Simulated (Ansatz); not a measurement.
Start from NaBr in the rock salt structure (space group Fm-3m, No. 225).

```
CELL_PARAMETERS angstrom
      0.00000     3.01799     3.01799
      3.01799     0.00000     3.01799
      3.01799     3.01799     0.00000
ATOMIC_POSITIONS crystal
  Br 0.00000 0.00000 0.00000
  Na 0.50000 0.50000 0.50000
```

Cartesian axes are those of the cell as printed.

The values are results of Kohn–Sham DFT with the PBE functional, run in Ansatz (a program for electronic structure) with PAW and 420 eV plane waves, no SOC, not measurements.

Free-standing slabs (2 atom(s) a layer) normal to the z axis with 15 Å of vacuum; in-plane cell held at bulk.

One change was made to it. Results:

The shortest interatomic distance drops by 0.077 Å to 2.941 Å; the gap character comes out as direct at Γ.

Which of these changes matches the shifts?
A. 1 layer
B. 6 layers
C. 2 layers

B, 6 layers. For comparison, the shortest interatomic distance in the other runs: 1 layer gives 3.018 Å; 2 layers gives 2.949 Å.

Stability against distortions was not tested. Labels are those of the standard path for the cell's own space group.
